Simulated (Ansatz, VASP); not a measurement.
**Two plane-wave programs on Na**

INCAR

```
  ALGO = Normal
  EDIFF = 1E-6
  ENCUT = 520
  ISIF = 2
  ISMEAR = 0
  LASPH = True
  LCHARG = False
  LREAL = False
  LWAVE = False
  NBANDS = 10
  NELM = 100
  PREC = Accurate
  SIGMA = 0.15
```

Contents of KPOINTS:

```
k-points
0
Gamma
  16 16 16
```

POSCAR

```
Na
1.0
   -2.0539750000      2.0539750000      2.1810250000
    2.0539750000     -2.0539750000      2.1810250000
    2.0539750000      2.0539750000     -2.1810250000
Na
1
Direct
    0.0000000000      0.0000000000      0.0000000000
```

Input for Ansatz:

```yaml
crystal:
  lattice:
    - [-2.053975, 2.053975, 2.181025]
    - [2.053975, -2.053975, 2.181025]
    - [2.053975, 2.053975, -2.181025]
  atoms:
    - { symbol: Na, position: [0.0, 0.0, 0.0] }
basis:
  ecutwfc: 420
kpoints:
  mp_grid: { grid: [16, 16, 16] }
hamiltonian:
  xc: lda
scf:
  occupations: { method: gaussian, width: 0.15 }
output:
  forces: true
  stress: true
  eigenvalues: true
```

Change from the starting cell: strain -0.030 along x and y, +0.030 along z, atoms carried along.

Alike in both runs: task single point; functional LDA; k mesh 16 × 16 × 16; occupations gaussian, width 0.15 eV; no spin polarisation.

|  | VASP | Ansatz |
| --- | --- | --- |
| version | VASP 6.6.1 | Ansatz 0.2.0 |
| potentials or method | VASP PAW LDA potentials, release 64 (Na_pv) | scalar-relativistic, plane waves, PAW |
| plane-wave cutoff (eV) | 520 | 420 |
| valence electrons in the cell | 7 | 9 |

```tsv
	VASP	Ansatz	Ansatz less VASP
gap on the k mesh at the Fermi level (eV)	none	none	-
pressure (GPa)	-0.8	-0.8	+0.02
```

A gap of «none» marks a metal or a gap that the smearing closes. The two sets of potentials don't hold the same shells in valence.
